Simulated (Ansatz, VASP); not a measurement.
**RbBr: VASP beside Ansatz**

```
Rb Br
1.0
     3.96150    0.00000    0.00000
     0.00000    3.96150    0.00000
     0.00000    0.00000    4.07017
Rb Br
1 1
Cartesian
  -0.3145 0.0000 0.0000
  2.3171 1.9807 2.0351
```

Change from the starting cell: mode 4 frozen in at -0.346 Å, equal normal strain along x and y -0.0267.

Alike in both runs: task single point; functional PBEsol; k mesh 6 × 6 × 6; occupations gaussian, width 0.05 eV; no spin polarisation.

|  | VASP | Ansatz |
| --- | --- | --- |
| version | VASP 6.6.1 | Ansatz 0.2.0 |
| potentials or method | VASP PAW PBE potentials, release 64 (Rb_sv, Br) | scalar-relativistic, plane waves, PAW |
| plane-wave cutoff (eV) | 520 | 420 |
| valence electrons in the cell | 16 | 16 |

|  | VASP | Ansatz | Ansatz less VASP |
| --- | --- | --- | --- |
| gap on the k mesh at the Fermi level (eV) | 4.20 | 4.21 | +0.002 |
| least direct gap on the mesh (eV) | 4.34 | 4.35 | +0.003 |
| pressure (GPa) | 4.0 | 3.9 | -0.10 |
| largest component of the traceless stress (GPa) | 1.35 | 1.31 | -0.034 |
| rms of the force components (eV/Å) | 0.455 | 0.448 | -0.0071 |

Atom by atom the forces differ by 0.007 eV/Å (rms over components).

Caveats: the PAW data sets were made with another functional, which shifts forces and pressure a little (VASP). A k mesh can miss the band edges.
